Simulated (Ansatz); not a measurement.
Crystal: TiO2.

```
Ti O
1.0
     2.70603   -2.70666    0.00000
     2.70603    2.70666    0.00000
    -2.63353    0.00000    4.79664
Ti O
2 4
Direct
  0.86589 0.13411 0.75000
  0.13411 0.86589 0.25000
  0.08876 0.33122 0.16715
  0.91124 0.66878 0.83285
  0.66878 0.91124 0.33285
  0.33122 0.08876 0.66715
```

The cell is a database's computed one.

Program: Ansatz 0.2.0. Alike in all runs: task band structure; level PBE+U; potentials or basis Ansatz PAW; no spin polarisation; cell as given; k mesh 8 × 8 × 6; cutoff (eV) 420; smearing fermi-dirac 0.05 eV.

Question: Order these runs on this cell by their pressure, lowest first.
A. U Ti d U = 4 eV
B. U Ti d U = 2 eV
C. U Ti d U = 6 eV
D. U Ti d U = 8 eV

Answer: B (-0.2 GPa), A (1.4 GPa), C (3.3 GPa), D (5.3 GPa).
